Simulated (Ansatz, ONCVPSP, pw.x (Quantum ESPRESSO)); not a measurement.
**Equation-of-state test of one ONCV potential (titanium (Ti))**

Ti (Z = 22), optimised norm-conserving Vanderbilt (ONCV), made with ONCVPSP 4.0.1.1 (patched build) (PBE, scalar-relativistic). Core [Ar], reference 3d2 4s2. Waves: 4s: rc 2.60 bohr, ncon 4, nbas 8, qcut 2.5 1/bohr, 2 projectors, debl 2.3 Ha; p scattering state at 0.19 Ha: rc 2.65 bohr, ncon 3, nbas 8, qcut 3.1 1/bohr, 2 projectors, debl 3.1 Ha; 3d: rc 2.45 bohr, ncon 3, nbas 8, qcut 5.1 1/bohr, 3 projectors, debl 1.3 Ha; f scattering state at 0.25 Ha: rc 2.70 bohr, ncon 4, nbas 8, qcut 4.3 1/bohr, 2 projectors, debl 3.1 Ha. Local part: polynomial inside 1.70 bohr (lpopt 5, dvloc0 2 Ha). Core correction: Teter function, fcfact 3.75, rcfact 1.45.

In the p channel the program set the typed energies aside and used 0.050, 3.150 Ha.

Atomic tests: cutoffs needed: 12 Ha and 18 Ha (the cutoffs (Ha) at which the residual kinetic energy of the hardest occupied pseudo-wave falls to 1 and 0.1 mHa per electron) The cutoffs count occupied waves only; projector 2 of the f channel, the hardest unoccupied one, needs 39 Ha at the loose tolerance.; ghost test: no bound ghost flagged; GHOST(+) flagged for s at 60.5 eV, p at 113.2 eV; largest excitation error: +191 meV (all-electron minus pseudo) for 3d1 4s0, out of 4 test configurations.

Crystal test: bcc Ti in pw.x 7.5, no spin, 14³ k-points, Fermi–Dirac smearing 0.01 Ry, cutoffs 50/200 Ry. The reference is all-electron LAPW (Ansatz 0.2.0) with the same functional, mesh and smearing; V0 and B0 come from Birch–Murnaghan fits to the pressures at five volumes. Errors are pseudo minus all-electron; Δ is the rms difference of the E(V) curves that follow from these fits, minima aligned, over ±6 % about the mean V0. Mesh and smearing are coarse, so the numbers serve the comparison and aren't converged zero-temperature values; the lattice is a test structure that the element need not adopt.

All-electron: a0 = 3.264 Å (V0 = 17.38 Å³/atom), B0 = 104.1 GPa.

Q: How far does the potential miss the all-electron equation of state?

A: mean pressure error (GPa): -4.16; a0 (Å): 3.217; a0 error (%): -1.44; B0 error (%): -4.9; Δ (meV/atom): 16.7. This is a poor potential for the solid.

```
V (Å³/atom)  P all-electron (GPa)  P pseudo (GPa)
     16.476                  6.10            0.99
     16.909                  3.01           -1.56
     17.343                  0.23           -3.86
     17.777                 -2.25           -5.95
     18.210                 -4.47           -7.83
```

Q: At the middle volume, how do free energy and pressure move when the wave cutoff is lowered (ecutrho kept at four times it)?

A:

```tsv
cutoff (Ry)	shift of F (meV/atom)	shift of P (GPa)
22	+80.0	-6.97
30	+2.0	+0.02
40	+1.0	-0.02
```

The run at the middle volume (104 k-points, 7 iterations) took about 3.8 s on one core of a shared host (AMD EPYC 9R45 96-Core Processor, 96 threads, 376 GiB, load 11).
